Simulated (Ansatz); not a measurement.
Runs of Ansatz 0.2.0 on PbSe (Clausthalite). The structure is cubic, space group Fm-3m (No. 225). Conventional cell: a = 6.121 Å, b = 6.121 Å, c = 6.121 Å, α = 90.00°, β = 90.00°, γ = 90.00°. Around Pb (site symmetry m-3m) lie 6 Se at 3.06 Å. Se (site symmetry m-3m) has 6 Pb at 3.06 Å as nearest neighbours. 

```tsv
task	level	potentials or basis	spin	cell	k mesh	cutoff (eV)	smearing	other keys	mesh quality	gap on the mesh (eV)	pressure (GPa)	moment (μB)
ladder of functionals	BPBE	Ansatz NC	off	volume scaled by 0.96	8 × 8 × 8	1170	fermi-dirac 0.025 eV	-	not flagged	0.16	4.8	-
single point	LDA	JTH PAW LDA	collinear, ferromagnetic start	cell strained at random at fixed volume	6 × 6 × 6	1800	methfessel-paxton 0.05 eV	-	not flagged	none	-2.3	0.00
density of states	r2SCANh+D3(BJ)-ATM	Ansatz PAW polarizable	off	volume scaled by 0.8	4 × 4 × 4	500	gaussian 0.02 eV	-	coarse	0.66	(b)	-
electron localisation function	rPW86-PBE	Ansatz NC	collinear, ferromagnetic start	volume scaled by 1.04	12 × 12 × 12	1170	gaussian 0.01 eV	kpoints.mp_grid.grid = 12 × 12 × 12; scf.lower_state_search = full	not flagged	0.42	2.9	0.00
electrostatic potential	revPBE+D4	Ansatz PAW	SOC, no magnetisation	as given	8 × 8 × 8	420	fermi-dirac 0.15 eV	-	not flagged	-	(a)	-
```

Q: Estimate the missing entries.

A: (a) -0.1; (b) 18.0.

Caveats: some runs use coarse meshes; spin-orbit coupling is left out, which as a rule narrows the gap of such compounds by several tenths of an eV (some runs); the potentials were made for another functional, which shifts forces and pressure (some runs); the starting moments weren't kept (some runs); the PAW data sets come from PBE, with cores solved anew for the run's functional, which leaves a small shift of forces and pressure (some runs); the thresholds are loose for stress (some runs).

A k mesh can miss the band edges, and rows without SOC leave out spin-orbit coupling on Pb, Se.

A gap of «none» marks a metal or a gap under the smearing width.

The runs don't all hold the same shells in valence.

Runs at the PBE level aren't shown here.
